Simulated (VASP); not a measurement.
# W (Im-3m) in VASP: notebook

The runs below take W through relaxation of cell and atoms, single point, with LDA.

Program: VASP 6.6.1. These are calculated values, not measurements. Logs are shortened: lines on timing, memory, paths and dates and some standing lists are left out, and cuts for length are marked.

## (1) Starting point

Symmetry: Im-3m, No. 229, cubic system. Conventional cell: a = 3.165 Å, b = 3.165 Å, c = 3.165 Å, α = 90.00°, β = 90.00°, γ = 90.00°. W (site symmetry m-3m) has 8 W at 2.74 Å as nearest neighbours.

## (2) Relaxation of cell and atoms, LDA

Input file INCAR:

```
SYSTEM = W
ALGO = Normal ; EDIFF = 1E-7
EDIFFG = -0.002 ; ENCUT = 520
IBRION = 2 ; ISIF = 3
ISMEAR = 0 ; LASPH = .True.
LCHARG = .False. ; LREAL = .False.
LWAVE = .False. ; NELM = 100
NSW = 80 ; PREC = Accurate
SIGMA = 0.1
```

Input file KPOINTS:

```
k-points
0
Gamma
  18 18 18
  0 0 0
```

Input file POSCAR:

```
W
1.0
   -1.5823450000      1.5823450000      1.5823450000
    1.5823450000     -1.5823450000      1.5823450000
    1.5823450000      1.5823450000     -1.5823450000
W
1
Direct
    0.0000000000      0.0000000000      0.0000000000
```

Potentials or basis: VASP PAW LDA potentials, release 64 (W_sv).

On the command line:

```bash
> cat potpaw_LDA.64/W_sv/POTCAR > POTCAR
> mpirun -np 1 vasp_std > vasp.out
```

OUTCAR:

```text
SYSTEM = W
   EDIFF = 1E-7
   EDIFFG = -0.002
   ENCUT = 520
   IBRION = 2
   ISIF = 3
   ISMEAR = 0
   LASPH = .True.
   LREAL = .False.
   NELM = 100
   NSW = 80
   PREC = Accurate

 ion  position               nearest neighbor table
   1  0.000  0.000  0.000-

  LATTYP: Found a body centered cubic cell.
 ALAT       =     3.1646900000

  Lattice vectors:

 A1 = (  -1.5823450000,   1.5823450000,   1.5823450000)
 A2 = (   1.5823450000,  -1.5823450000,   1.5823450000)
 A3 = (   1.5823450000,   1.5823450000,  -1.5823450000)

Analysis of symmetry for initial positions (statically):
=====================================================================
 Subroutine PRICEL returns:
 Original cell was already a primitive cell.

 Routine SETGRP: Setting up the symmetry group for a
 body centered cubic supercell.

 Subroutine GETGRP returns: Found 48 space group operations
 (whereof 48 operations were pure point group operations)
 out of a pool of 48 trial point group operations.

The static configuration has the point symmetry O_h .

Analysis of symmetry for dynamics (positions and initial velocities):
=====================================================================
 Subroutine PRICEL returns:
 Original cell was already a primitive cell.

 Routine SETGRP: Setting up the symmetry group for a
 body centered cubic supercell.

 Subroutine GETGRP returns: Found 48 space group operations
 (whereof 48 operations were pure point group operations)
 out of a pool of 48 trial point group operations.

The dynamic configuration has the point symmetry O_h .

 Subroutine INISYM returns: Found 48 space group operations
 (whereof 48 operations are pure point group operations),
 and found     1 'primitive' translations

----------------------------------------------------------------------------------------

                                     Primitive cell

  volume of cell :      15.8476

  direct lattice vectors                    reciprocal lattice vectors
    -1.582345000  1.582345000  1.582345000     0.000000000  0.315986716  0.315986716
     1.582345000 -1.582345000  1.582345000     0.315986716  0.000000000  0.315986716
     1.582345000  1.582345000 -1.582345000     0.315986716  0.315986716  0.000000000

  length of vectors
     2.740701935  2.740701935  2.740701935     0.446872699  0.446872699  0.446872699

  position of ions in fractional coordinates (direct lattice)
     0.000000000  0.000000000  0.000000000

  ion indices of the primitive-cell ions
   primitive index   ion index
                 1           1

----------------------------------------------------------------------------------------

 KPOINTS: k-points

Automatic generation of k-mesh.
 Grid dimensions read from file:
 generate k-points for:   18   18   18

 Generating k-lattice:

  Cartesian coordinates                     Fractional coordinates (reciprocal lattice)
     0.000000000  0.017554818  0.017554818     0.055555556  0.000000000  0.000000000
     0.017554818  0.000000000  0.017554818     0.000000000  0.055555556  0.000000000
     0.017554818  0.017554818  0.000000000     0.000000000  0.000000000  0.055555556

  Length of vectors
     0.024826261  0.024826261  0.024826261

  Shift w.r.t. Gamma in fractional coordinates (k-lattice)
     0.000000000  0.000000000  0.000000000

 Subroutine IBZKPT returns following result:
 ===========================================

 Found    195 irreducible k-points:

 Following reciprocal coordinates:
            Coordinates               Weight
  0.000000  0.000000  0.000000      1.000000
  0.055556  0.000000  0.000000     12.000000
  0.111111  0.000000  0.000000     12.000000
  0.166667  0.000000  0.000000     12.000000
  0.222222  0.000000  0.000000     12.000000
  0.277778  0.000000  0.000000     12.000000
[... 16 lines left out ...]
  0.333333  0.111111 -0.000000     48.000000
  0.388889  0.111111  0.000000     48.000000
 [... further k-points ...]
   k-points           NKPTS =    195   k-points in BZ     NKDIM =    195   number of bands    NBANDS=     11
   number of dos      NEDOS =    301   number of ions     NIONS =      1
   total plane-waves  NPLWV =   8000
   dimension x,y,z NGX =    20 NGY =   20 NGZ =   20
   dimension x,y,z NGXF=    40 NGYF=   40 NGZF=   40
   ions per type =               1
   NGX,Y,Z   is equivalent  to a cutoff of  12.13, 12.13, 12.13 a.u.
   NGXF,Y,Z  is equivalent  to a cutoff of  24.26, 24.26, 24.26 a.u.
 SYSTEM =  W
   PREC   = accura    normal or accurate (medium, high low for compatibility)
   ISTART =      0    job   : 0-new  1-cont  2-samecut
   ICHARG =      2    charge: 1-file 2-atom 10-const
   ISPIN  =      1    spin polarized calculation?
   LNONCOLLINEAR =      F non collinear calculations
   LSORBIT =      F    spin-orbit coupling
   LASPH  =      T    aspherical Exc in radial PAW
   ENCUT  =  520.0 eV  38.22 Ry    6.18 a.u.   5.10  5.10  5.10*2*pi/ulx,y,z
   NELM   =    100;   NELMIN=  2; NELMDL= -5     # of ELM steps
   EDIFF  = 0.1E-06   stopping-criterion for ELM
   LREAL  =      F    real-space projection
   EDIFFG = -.2E-02   stopping-criterion for IOM
   NSW    =     80    number of steps for IOM
   IBRION =      2    ionic relax: 0-MD 1-quasi-New 2-CG
   NFREE  =      1    steps in history (QN), initial steepest desc. (CG)
   ISIF   =      3    stress and relaxation
   ISYM   =      2    0-nonsym 1-usesym 2-fastsym
   POTIM  = 0.5000    time-step for ionic-motion
   TEBEG  =    0.0;   TEEND  =   0.0 temperature during run
   PSTRESS=    0.0 pullay stress
   NELECT =      14.0000    total number of electrons
   NUPDOWN=      -1.0000    fix difference up-down
   EMIN   =  10.00;   EMAX   =-10.00  energy-range for DOS
   EFERMI =   0.00;   METHOD = LEGACY
   ISMEAR =     0;   SIGMA  =   0.10  broadening in eV -4-tet -1-fermi 0-gaus
   EFERMI_NEDOS =   21; number of points for ismear=-14 and -15
   IALGO  =     38    algorithm
   IMIX   =      4    mixing-type and parameters
     AMIX     =   0.40;   BMIX     =  1.00
     AMIX_MAG =   1.60;   BMIX_MAG =  1.00
  volume/ion in A,a.u.               =      15.85       106.94
  Fermi-wavevector in a.u.,A,eV,Ry     =   1.570832  2.968442 33.572544  2.467512
  Thomas-Fermi vector in A             =   2.672506
   LORBIT       =      0    0 simple, 1 ext, 2 COOP (PROOUT), +10 PAW based schemes
   GGA     = CA    functional components
   LHFCALC =     F    Hartree Fock is set to
   AEXX    =    0.0000 exact exchange contribution
   IVDW    =     0    specifies the selected vdW correction
   LEPSILON=     F    determine dielectric tensor
   LRPA    =     F    only Hartree local field effects (RPA)
 conjugate gradient relaxation of ions
 non-spin polarized calculation
 Gauss-broadening in eV      SIGMA  =   0.10
  energy-cutoff  :      520.00
  volume of cell :       15.85
 maximum number of plane-waves:       440
   NGX = 11   NGY = 11   NGZ = 11

--------------------------------------- Ionic step        1  -------------------------------------------

 number of electron      14.0000003 magnetization

 Free energy of the ion-electron system (eV)
  ---------------------------------------------------
  ext. energy  EPLUGINS =         0.00000000
  ---------------------------------------------------
  free energy    TOTEN  =       -14.09397988 eV

  energy without entropy =      -14.09043000  energy(sigma->0) =      -14.09220494

------------------------ aborting loop because EDIFF is reached ----------------------------------------

  FORCE on cell =-STRESS in cart. coord.  units (eV):
  Direction    XX          YY          ZZ          XY          YZ          ZX
  --------------------------------------------------------------------------------------
  -------------------------------------------------------------------------------------
  Total       -0.6910584     -0.6910584     -0.6910584      0.0000000      0.0000000     -0.0000000
  in kB      -69.8653407    -69.8653407    -69.8653407      0.0000000      0.0000000     -0.0000000
  external PRESSURE =     -69.8653407 kB  Pullay stress =       0.0000000 kB
[... 195 lines left out ...]
  energy  without entropy=      -14.0977953382  energy(sigma->0) =      -14.09964248

--------------------------------------- Ionic step        7  -------------------------------------------

 number of electron      14.0000005 magnetization

 Free energy of the ion-electron system (eV)
  ---------------------------------------------------
  ext. energy  EPLUGINS =         0.00000000
  ---------------------------------------------------
  free energy    TOTEN  =       -14.10150400 eV

  energy without entropy =      -14.09780183  energy(sigma->0) =      -14.09965292

 E-fermi :  11.6267     XC(G=0): -13.9533

 val. band max:       11.6040438481   @ k =  -0.4444   0.4444   0.2778
 cond. band min:      11.6281150341   @ k =  -0.2778   0.3333   0.2222
 fundamental gap:      0.0240711859
 Fermi energy:        11.6267276693

 k-point     1 :       0.0000    0.0000    0.0000
  band No.  band energies     occupation
      1     -62.0820      2.00000
      2     -25.8551      2.00000
      3     -25.8551      2.00000
      4     -25.8551      2.00000
      5       1.9768      2.00000
      6      10.3411      2.00000
      7      10.3411      2.00000
      8      10.3411      2.00000
      9      13.8788      0.00000
     10      13.8788      0.00000
     11      26.2651      0.00000
[... 309 lines left out ...]
 k-point    24 :       0.3889    0.1111    0.0000
  band No.  band energies     occupation
      1     -61.9293      2.00000
      2     -27.1761      2.00000
      3     -26.3499      2.00000
      4     -25.9264      2.00000
      5       5.6995      2.00000
      6       8.1129      2.00000
      7      11.1777      2.00000
      8      13.6745      0.00000
      9      15.0457      0.00000
     10      18.2721      0.00000
     11      22.8907      0.00000

 [... further k-points ...]

------------------------ aborting loop because EDIFF is reached ----------------------------------------

  FORCE on cell =-STRESS in cart. coord.  units (eV):
  Direction    XX          YY          ZZ          XY          YZ          ZX
  --------------------------------------------------------------------------------------
  -------------------------------------------------------------------------------------
  Total       -0.0000336     -0.0000336     -0.0000336      0.0000000     -0.0000000      0.0000000
  in kB       -0.0034665     -0.0034665     -0.0034665      0.0000000     -0.0000000      0.0000000
  external PRESSURE =      -0.0034665 kB  Pullay stress =       0.0000000 kB
[... 16 lines left out ...]
  FREE ENERGIE OF THE ION-ELECTRON SYSTEM (eV)
  ---------------------------------------------------
  free  energy   TOTEN  =       -14.1015040034 eV

  energy  without entropy=      -14.0978018279  energy(sigma->0) =      -14.09965292

 reached required accuracy - stopping structural energy minimisation
```

Run time: 96 s. Hardware: 1 thread of Intel Xeon Platinum 8375C at 2.90GHz (Ice Lake), shared host; peak memory 0.15 GiB.

Results:

```
Free energy                            : -14.1015 eV
Relaxed volume                         : 15.51 Å³/atom
Relaxed cell                           : a = 2.721 Å, b = 2.721 Å, c = 2.721 Å, α = 109.47°, β = 109.47°, γ = 109.47°
Space group after relaxing (to 0.05 Å) : Im-3m (No. 229)
Energy gained by relaxing              : 7.5 meV/atom
Ionic steps                            : 7
Pressure after relaxing                : 0.0 GPa
Band gap on the k mesh                 : none (metal or under the smearing width)
```

The path:
```
step  energy change (eV)  largest force (eV/Å)  pressure (GPa)  volume (Å³)
   1              0.0000                0.0000           -6.99        15.85
   2              0.1025                0.0000           31.60        14.31
   3             -0.0075                0.0000           -0.26        15.52
   4             -0.0075                0.0000           -0.05        15.51
   5             -0.0075                0.0000            0.11        15.50
   6             -0.0075                0.0000           -0.31        15.52
   7             -0.0075                0.0000            0.00        15.51
```

Final structure:
```xyz
1
Lattice="-1.5710 1.5710 1.5710 1.5710 -1.5710 1.5710 1.5710 1.5710 -1.5710" Properties=species:S:1:pos:R:3 pbc="T T T"
W     0.0000    0.0000    0.0000
```

[end of part 1 of 2]
